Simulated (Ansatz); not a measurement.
CsH: moving Cs off its site

CsH, Fm-3m, a = 6.376 Å. Ansatz: r2SCAN, PAW, 500 eV, Γ-centred 6×6×6 mesh on 2 atoms, Gaussian smearing 0.05 eV; no spin polarisation.

```
Cs H
1.0
     0.00000    3.18800    3.18800
     3.18800    0.00000    3.18800
     3.18800    3.18800    0.00000
Cs H
1 1
Direct
  0.00000 0.00000 0.00000
  0.50000 0.50000 0.50000
```

Atom 1 (Cs) moves by x along the unit vector (0.000, 0.000, 1.000), with its periodic images; all else is held. y is the free energy of the cell over the start, F the force along the path summed over the moved atoms. Symmetry makes y even in x.

```
  x (Å) y (meV) F (eV/Å)
-0.5000     97.0      0.48
-0.2500     20.1      0.17
 0.0000      0.0      0.00
 0.0625      1.2     -0.04
 0.1250      4.8     -0.08
 0.1875     11.0     -0.12
 0.3125        ?         ?
 0.3750     49.1     -0.30
 0.4375     70.3     -0.38
```

Fit y = c2 x² + c4 x⁴ to the energies of the other rows, give the force constant, and predict energy and force of the missing row.

Least squares on the rows shown. y = 299.6 x² + 353.5 x⁴. The force constant is 2 c2 = 0.599 eV/Å² (for all images moving together, not for a lone atom). With two atoms in a cubic cell this is the optical mode at Γ without the LO field: ω = 521.5 √(2 c2/μ) = 404 cm⁻¹ for μ = 1.00 u. The force −dy/dx at the missing row is -0.23 eV/Å (computed -0.23). At x = 0.3125 the fit asked for gives 32.6 meV. The run gave 32.6 meV, the same to the digits shown.